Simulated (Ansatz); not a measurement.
**Y: a fit and a missing row**

Y, P6_3/mmc, a = 3.631 Å, c = 11.626 Å. Ansatz: r2SCAN, PAW, 500 eV, Γ-centred 15×15×4 mesh on 4 atoms, Gaussian smearing 0.10 eV; no spin polarisation. Shape and atoms are relaxed at each volume; pressure is positive in compression.

```
V (Å³/atom) P (GPa)
     31.190     2.60
     32.186     1.22
     33.181     0.02
     34.177        ?
     35.172    -2.00
```

Task: Take V0 = 33.181 Å³/atom, count pressures from its P0 = 0.02 GPa, fit the third-order Birch–Murnaghan form to the other rows, and predict the missing pressure.

Result: With the Eulerian strain f = ½[(V0/V)^(2/3) − 1] and y = (P − P0)/[3f(1 + 2f)^(5/2)], the form is the line y = B0 + 1.5 B0 (B0′ − 4) f. Rows (f, y): 0.02106, 36.8; 0.01025, 37.1; -0.01905, 39.0. Means f = 0.004087, y = 37.633; Σ(Δf)² = 0.0008614, ΣΔfΔy = -0.04905; the slope is their ratio. y = 37.87 − 56.95 f GPa, so B0 = 37.9 GPa and B0′ = 4 + 2 × (-56.95)/(3 × 37.87) = 3.00. At V = 34.177, f = -0.00976, y = 38.43 and P = -1.05 GPa. The run gave -1.05 GPa, the same to the digits shown.

Cost: 5 runs of about 6.8 core-minutes in all, on Arm Neoverse V1 (shared hosts).